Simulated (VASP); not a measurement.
# CdTe (F-43m) in VASP: notebook, part 2 of 2

VASP 6.6.1. The steps go on from the part before.

## Step 4: Relaxation of cell and atoms, PBE+D3(BJ)

This run uses another cell than the first one, of 32.92 Å³/atom, 0.952 times its volume.

Input file INCAR:

```
  ALGO = Normal
  EDIFF = 1E-6
  EDIFFG = -0.01
  ENCUT = 600
  GGA = PE
  IBRION = 2
  ISIF = 3
  ISMEAR = -1
  IVDW = 12
  LASPH = True
  LCHARG = False
  LREAL = False
  LWAVE = False
  NELM = 60
  NSW = 60
  PREC = Accurate
  SIGMA = 0.05
```

Input file KPOINTS:

```
k-points
0
Gamma
  7 7 7
```

Input file POSCAR:

```
CdTe
1.0
    0.0000000000      3.2050000000      3.2050000000
    3.2050000000      0.0000000000      3.2050000000
    3.2050000000      3.2050000000      0.0000000000
Te Cd
1 1
Direct
    0.7500000000      0.7500000000      0.7500000000
    0.0000000000      0.0000000000      0.0000000000
```

Potentials or basis: VASP PAW PBE potentials, release 64 (Te, Cd).

Started as:

```sh
$ cat potpaw_PBE.64/Te/POTCAR potpaw_PBE.64/Cd/POTCAR > POTCAR
$ mpirun -np 1 vasp_std > vasp.out
```

OUTCAR:

```text
EDIFF = 1E-6
   EDIFFG = -0.01
   ENCUT = 600
   GGA = PE
   IBRION = 2
   ISIF = 3
   ISMEAR = -1
   IVDW = 12
   LASPH = True
   LREAL = False
   NELM = 60
   NSW = 60
   PREC = Accurate
 IVDW          = 12

 ion  position               nearest neighbor table
   1  0.750  0.750  0.750-   2 2.78   2 2.78   2 2.78   2 2.78
   2  0.000  0.000  0.000-   1 2.78   1 2.78   1 2.78   1 2.78

  LATTYP: Found a face centered cubic cell.
 ALAT       =     6.4100000000

  Lattice vectors:

 A1 = (   0.0000000000,   3.2050000000,   3.2050000000)
 A2 = (   3.2050000000,   0.0000000000,   3.2050000000)
 A3 = (   3.2050000000,   3.2050000000,   0.0000000000)

Analysis of symmetry for initial positions (statically):
=====================================================================
 Subroutine PRICEL returns:
[... 167 lines left out ...]

------------------------ aborting loop because EDIFF is reached ----------------------------------------

 Edisp (eV)   -0.71063

 E8    (eV) :    -0.3199
[... 71 lines left out ...]
--------------------------------------- Ionic step        3  -------------------------------------------

 number of electron      18.0000001 magnetization

 Free energy of the ion-electron system (eV)
  ---------------------------------------------------
  ext. energy  EPLUGINS =         0.00000000
  ---------------------------------------------------
  free energy    TOTEN  =        -4.79116175 eV

  energy without entropy =       -4.79115428  energy(sigma->0) =       -4.79115802

 E-fermi :   2.5684     XC(G=0):  -8.5007

 val. band max:        2.1789201857   @ k =   0.0000   0.0000   0.0000
 cond. band min:       2.8929073729   @ k =   0.0000   0.0000   0.0000
 fundamental gap:      0.7139871871
 Fermi energy:         2.5683586405

 k-point     1 :       0.0000    0.0000    0.0000
  band No.  band energies     occupation
      1      -8.8882      2.00000
      2      -6.0460      2.00000
      3      -6.0460      2.00000
      4      -6.0460      2.00000
      5      -5.7993      2.00000
      6      -5.7993      2.00000
      7       2.1789      1.99917
      8       2.1789      1.99917
      9       2.1789      1.99917
     10       2.8929      0.00303
     11       6.7931      0.00000
     12       6.7931      0.00000
     13       6.7931      0.00000
[... 335 lines left out ...]
  FREE ENERGIE OF THE ION-ELECTRON SYSTEM (eV)
  ---------------------------------------------------
  free  energy   TOTEN  =        -5.4600445275 eV

  energy  without entropy=       -5.4600370523  energy(sigma->0) =       -5.46004079

 reached required accuracy - stopping structural energy minimisation
```

OSZICAR:

```text
N       E                     dE             d eps       ncg     rms          rms(c)
DAV:   1     0.113432816790E+03    0.11343E+03   -0.91509E+03   520   0.135E+03
DAV:   2    -0.358398129679E+00   -0.11379E+03   -0.10907E+03   580   0.293E+02
DAV:   3    -0.491117269832E+01   -0.45528E+01   -0.45422E+01   635   0.612E+01
[... 27 lines left out ...]
DAV:   4    -0.479117780215E+01    0.60030E-03   -0.12099E-03   555   0.294E-01    0.803E-02
DAV:   5    -0.479115504482E+01    0.22757E-04   -0.13266E-04   555   0.153E-01    0.584E-02
DAV:   6    -0.479116269578E+01   -0.76510E-05   -0.38515E-05   558   0.663E-02    0.175E-02
DAV:   7    -0.479116132419E+01    0.13716E-05   -0.27281E-06   538   0.201E-02    0.422E-03
DAV:   8    -0.479116175304E+01   -0.42885E-06   -0.66947E-07   400   0.644E-03
   3 F= -.54600445E+01 E0= -.54600408E+01  d E =-.244252E-01
```

It took 28 s on 1 thread of Intel Xeon Platinum 8488C (Sapphire Rapids), shared host; peak memory 0.23 GiB.

What came out:

```
Free energy                            : -5.4600 eV
Relaxed volume                         : 34.67 Å³/atom
Relaxed cell                           : a = 4.612 Å, b = 4.612 Å, c = 4.612 Å, α = 60.00°, β = 60.00°, γ = 60.00°
Space group after relaxing (to 0.05 Å) : F-43m (No. 216)
Energy gained by relaxing              : 12.2 meV/atom
Ionic steps                            : 3
Pressure after relaxing                : 0.0 GPa
Band gap on the k mesh                 : 0.71 eV, direct
Dispersion energy per atom             : -0.334 eV
```

Step by step:
```tsv
step	energy change (eV)	largest force (eV/Å)	pressure (GPa)	volume (Å³)
1	0.0000	0.0000	2.35	65.84
2	-0.0219	0.0000	-0.65	70.55
3	-0.0244	0.0000	0.01	69.35
```

Final structure:
```xyz
2
Lattice="0.0000 3.2608 3.2608 3.2608 0.0000 3.2608 3.2608 3.2608 0.0000" Properties=species:S:1:pos:R:3 pbc="T T T"
Te    4.8913    4.8913    4.8913
Cd    0.0000    0.0000    0.0000
```

Levels at points of the mesh, in eV from the valence-band top:
```
           k point  band 6  band 7  band 8  band 9  band 10  band 11  band 12  band 13
(0.00, 0.00, 0.00)   -7.98    0.00    0.00    0.00     0.71     4.61     4.61     4.61
```

Caveat: spin-orbit coupling is left out, which moves the levels of the heavy elements.

## Step 5: Relaxation of cell and atoms, PBE+D4

This run uses another cell than the first one, of 32.92 Å³/atom, 0.952 times its volume.

Input file INCAR:

```
  PREC = Accurate
  ENCUT = 600
  EDIFF = 1E-7
  ISMEAR = -1
  SIGMA = 0.05
  LREAL = F
  LASPH = T
  NELM = 80
  ALGO = Normal
  ISIF = 3
  LWAVE = F
  LCHARG = F
  GGA = PE
  IVDW = 13
  IBRION = 2
  NSW = 60
  EDIFFG = -0.01
```

Input file KPOINTS:

```
Automatic mesh
0
Gamma
  7 7 7
```

POSCAR is that of step 4.

Started as:

```sh
$ cat potpaw_PBE.64/Te/POTCAR potpaw_PBE.64/Cd/POTCAR > POTCAR
$ mpirun -np 1 vasp_std > vasp.out
```

Run time: 36 s. Hardware: 1 thread of Intel Xeon Platinum 8488C (Sapphire Rapids), shared host; peak memory 0.22 GiB.

The run converged. Its results:

```yaml
Free_energy: -5.4876 eV
Relaxed_volume: 34.65 Å³/atom
Relaxed_cell: a = 4.610 Å, b = 4.610 Å, c = 4.610 Å, α = 60.00°, β = 60.00°, γ = 60.00°
Space_group_after_relaxing_to_0.05_Å: F-43m (No. 216)
Energy_gained_by_relaxing: 11.9 meV/atom
Ionic_steps: 3
Pressure_after_relaxing: 0.0 GPa
Band_gap_on_the_k_mesh: 0.72 eV, direct
Dispersion_energy_per_atom: -0.349 eV
```

The path:
```tsv
step	energy change (eV)	largest force (eV/Å)	pressure (GPa)	volume (Å³)
1	0.0000	0.0000	2.32	65.84
2	-0.0213	0.0000	-0.66	70.50
3	-0.0239	0.0000	0.01	69.29
```

Final structure:
```
CELL_PARAMETERS angstrom
0.00000 3.26004 3.26004
3.26004 0.00000 3.26004
3.26004 3.26004 0.00000
ATOMIC_POSITIONS crystal
Te 0.75000 0.75000 0.75000
Cd 0.00000 0.00000 0.00000
```

Levels at points of the mesh, in eV from the valence-band top:
```tsv
k point	band 7	band 8	band 9	band 10	band 11	band 12
(0.00, 0.00, 0.00)	0.00	0.00	0.00	0.72	4.61	4.61
```

Caveat: spin-orbit coupling is left out, which moves the levels of the heavy elements.

## Step 6: Single point, PBE

This run uses another cell than the first one, of 32.92 Å³/atom, 0.952 times its volume.

Input file INCAR:

```
PREC     = Accurate       # precision mode
ENCUT    = 520            # plane-wave cutoff, eV
EDIFF    = 1E-7           # SCF threshold, eV
ISMEAR   = -1             # smearing method
SIGMA    = 0.03           # smearing width, eV
LREAL    = False          # projectors in reciprocal space
LASPH    = True           # aspherical terms in the spheres
NELM     = 100            # most SCF steps
ALGO     = Normal         # electronic algorithm
ISIF     = 2              # what is computed and relaxed
LWAVE    = False          # write WAVECAR
LCHARG   = False          # write CHGCAR
GGA      = PE             # functional
NBANDS   = 16             # bands
```

Input file KPOINTS:

```
regular mesh
0
Gamma
  5 5 5
```

POSCAR is that of step 5.

Potentials or basis: VASP PAW PBE potentials, release 64 (Te, Cd).

Started as:

```sh
$ cat potpaw_PBE.64/Te/POTCAR potpaw_PBE.64/Cd/POTCAR > POTCAR
$ mpirun -np 1 vasp_std > vasp.out
```

Wall time 14 s (1 thread of Intel Xeon Platinum 8488C (Sapphire Rapids), shared host); peak memory 0.2 GiB.

Results (log left out):

```
Free energy            : -4.7079 eV
Pressure               : 4.5 GPa
Band gap on the k mesh : 0.87 eV, direct
```

Levels at points of the mesh, in eV from the valence-band top:
| k point | band 7 | band 8 | band 9 | band 10 | band 11 | band 12 |
| --- | --- | --- | --- | --- | --- | --- |
| (0.00, 0.00, 0.00) | 0.00 | 0.00 | 0.00 | 0.87 | 4.57 | 4.57 |

Caveat: spin-orbit coupling is left out, which moves the levels of the heavy elements.

## Step 7: Overview

```csv
task,level,cell,k mesh,cutoff (eV),smearing,gap on the mesh (eV),pressure (GPa),relaxed volume (Å³/atom)
single point,PBE+D3(BJ),"a = 4.608 Å, angles 60.0°, 2 atoms",7 × 7 × 7,520,fermi-dirac 0.05 eV,0.72,0.1,-
single point,PBE+D4,"a = 4.607 Å, angles 60.0°, 2 atoms",7 × 7 × 7,520,fermi-dirac 0.05 eV,0.72,0.1,-
relaxation of cell and atoms,PBE+D3(BJ),"relaxed from a = 4.533 Å, angles 60.0°, 2 atoms",7 × 7 × 7,600,fermi-dirac 0.05 eV,0.71,0.0,34.67
relaxation of cell and atoms,PBE+D4,"relaxed from a = 4.533 Å, angles 60.0°, 2 atoms",7 × 7 × 7,600,fermi-dirac 0.05 eV,0.72,0.0,34.65
single point,PBE,"a = 4.533 Å, angles 60.0°, 2 atoms",5 × 5 × 5,520,fermi-dirac 0.03 eV,0.87,4.5,-
```

Alike in all rows: potentials or basis VASP PAW PBE potentials, release 64 (Te, Cd); no spin polarisation.

Caveats: spin-orbit coupling is left out, which moves the levels of the heavy elements.

Total energies depend on the potentials used, so only differences within one code and one set of settings carry meaning.

## Step 8: Comparison with measurements

Step 2. Against the measured gap of CdTe, 1.607 eV (0 K; a printed reference work, data compilation), the calculated 0.72 eV is off by -0.89 eV. Spin-orbit coupling on Cd, Te is left out. The value is that of PBE+D3(BJ), without temperature or zero-point motion. Semilocal functionals fall short of measured gaps as a rule.

Step 3. Measured gap of CdTe: 1.607 eV (0 K; a printed reference work, data compilation). This calculation gives 0.72 eV (-0.88 eV). Spin-orbit coupling on Cd, Te is left out. The value is that of PBE+D4, without temperature or zero-point motion. Semilocal functionals fall short of measured gaps as a rule.
